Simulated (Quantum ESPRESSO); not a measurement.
# Bi: phonons at P under several settings

```
Bi
1.0
    -1.98143    1.98143    1.98143
     1.98143   -1.98143    1.98143
     1.98143    1.98143   -1.98143
Bi
1
Direct
  0.00000 0.00000 0.00000
```

This isn't the form of Bi at room conditions, which is rhombohedral.

All runs used Quantum ESPRESSO 7.5; potentials PseudoDojo 0.4.1 SR LDA standard; k mesh 9 × 9 × 9; no spin polarisation; cutoff 952 eV; occupations cold, width 0.2 eV.

```csv
level,geometry,volume (Å³/atom),pressure (GPa),frequencies (cm⁻¹)
LDA,relaxed at 0 GPa,?,0.0,?
LDA,relaxed at 10 GPa,26.01,10.0,111 111 111
LDA,relaxed at 25 GPa,23.29,25.0,129 129 129
LDA,relaxed at 50 GPa,20.77,50.0,145 145 145
LDA,relaxed at 80 GPa,18.90,80.0,162 162 162
```

Task: What stands in the row left open?

Result: Volume 29.33 Å³/atom; frequencies 87 87 87 cm⁻¹.

Caveats: the q point doesn't lie on the k mesh, which can shift a metal's frequencies strongly unless the mesh is converged; the mesh is thin for the phonons of a metal (some runs); the volume moved by over 15 % at a fixed basis, so the end points are rough (some runs); the cell is more than 3 GPa from zero pressure, which shifts response properties (some runs).

For the row left open. Caveat: the q point doesn't lie on the k mesh, which can shift a metal's frequencies strongly unless the mesh is converged.
